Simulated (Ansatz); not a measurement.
# BN under pressure

Theory: DFT LDA, scalar-relativistic, plane waves, PAW in Ansatz. Cutoff 420 eV, 12×12×12 k-points (Γ-centred), fixed occupations. No spin polarisation. Phonons by linear response, acoustic sum rule imposed.

Equilibrium structure at this level:
```cif
data_structure
_symmetry_space_group_name_H-M 'R3m:H'
_symmetry_Int_Tables_number 160
_cell_length_a 2.4886
_cell_length_b 2.4886
_cell_length_c 9.6723
_cell_angle_alpha 90.000
_cell_angle_beta 90.000
_cell_angle_gamma 120.000
_cell_volume 51.88
loop_
_atom_site_label
_atom_site_type_symbol
_atom_site_symmetry_multiplicity
_atom_site_Wyckoff_symbol
_atom_site_fract_x
_atom_site_fract_y
_atom_site_fract_z
_atom_site_occupancy
B1 B 3 a 0.00000 0.00000 0.00026 1
N1 N 3 a 0.66667 0.33333 0.00064 1
```

The crystal is built of layers and no dispersion correction was added, so the binding between them is poorly described, and with it their spacing and whatever depends on it.

Task: The cell is relaxed again at 1 and 2 and 6 and 7 and 9 and 16 and 18 and 20 and 30 and 35 and 40 GPa. How do volume, gap and optical modes at Γ (cm⁻¹, counted from the lowest optical one; a degenerate one stands once) change?

Result:
|  | 0 GPa | 1 GPa | 2 GPa | 6 GPa | 7 GPa | 9 GPa | 16 GPa | 18 GPa | 20 GPa | 30 GPa | 35 GPa | 40 GPa |
| --- | --- | --- | --- | --- | --- | --- | --- | --- | --- | --- | --- | --- |
| V/V0 | 1.000 | 0.971 | 0.949 | 0.892 | 0.881 | 0.863 | 0.813 | 0.801 | 0.790 | 0.741 | 0.615 | 0.609 |
| gap (eV) | 4.04 | 3.94 | 3.88 | 3.70 | 3.66 | 3.61 | 3.46 | 3.41 | 3.36 | 3.23 | 4.48 | 4.49 |
| ε∞, mean | 4.24 | 4.35 | 4.44 | 4.67 | 4.71 | 4.79 | 5.01 | 5.07 | 5.12 | 5.36 | 4.51 | 4.50 |
| mode 1 | 758 | 750 | 744 | 721 | 715 | 704 | 665 | 652 | 639 | 539 | 1171 | 1185 |
| mode 2 | 1387 | 1391 | 1396 | 1411 | 1415 | 1422 | 1445 | 1450 | 1456 | 1476 | 1171 | 1185 |

This form isn't the usual stable structure of the compound at low pressure.

Cost: 12 runs of about 6.3 core-minutes in all, on Intel Xeon 6975P-C (Granite Rapids), Arm Neoverse V2, AMD EPYC 7R43 (Zen 3) and other processors (shared hosts).